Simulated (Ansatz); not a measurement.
**Fe: single point with PBE**

The system is Fe.

```
CELL_PARAMETERS angstrom
2.43416 0.00000 0.00000
-1.21708 2.10804 0.00000
0.00000 0.00000 3.84193
ATOMIC_POSITIONS crystal
Fe 0.66667 0.33333 0.75000
Fe 0.33333 0.66667 0.25000
```

This isn't the form of Fe at room conditions, which is bcc.

```
Program             : Ansatz 0.2.0
Task                : single point
Functional          : PBE
Potentials or basis : Ansatz PAW
Cutoff              : 420 eV (not typed: the program's choice for these potentials)
k mesh              : 12 × 12 × 7
Occupations         : gaussian, width 0.021 eV
Spin                : collinear spin, ferromagnetic start
Starting moments    : [3.0, 3.0] μB
```

```yaml
Pressure: 10.6 GPa
Band_gap_on_the_k_mesh: none (metal or under the smearing width)
Net_moment: 0.00 μB per cell
Absolute_moment: 0.00 μB per cell
```

Stress tensor (GPa, compression positive):
```
 9.76  0.00  0.00
 0.00  9.76  0.00
 0.00  0.00 12.15
```

Levels at points of the mesh, in eV from the Fermi level:
Spin up:
| k point | band 14 | band 15 | band 16 | band 17 | band 18 | band 19 |
| --- | --- | --- | --- | --- | --- | --- |
| (0.00, 0.00, 0.00) | -1.29 | -1.29 | -0.94 | -0.94 | 0.43 | 0.72 |
| (0.00, -0.50, 0.00) | -1.65 | -1.16 | 0.83 | 1.08 | 1.12 | 2.75 |
Spin down:
```
            k point  band 13  band 14  band 15  band 16  band 17  band 18  band 19  band 20
 (0.00, 0.00, 0.00)    -1.64    -1.29    -1.29    -0.94    -0.94     0.43     0.72     0.72
(0.00, -0.50, 0.00)    -2.12    -1.65    -1.16     0.83     1.08     1.12     2.75     4.95
```

Wall time 9.4 s on 2 threads of Intel(R) Xeon(R) Processor @ 2.50GHz (Skylake/Cascade Lake) (shared host), peak memory 0.37 GiB.

Caveat: the starting moments collapsed, and a magnetic state may lie lower; the starting moments weren't kept.
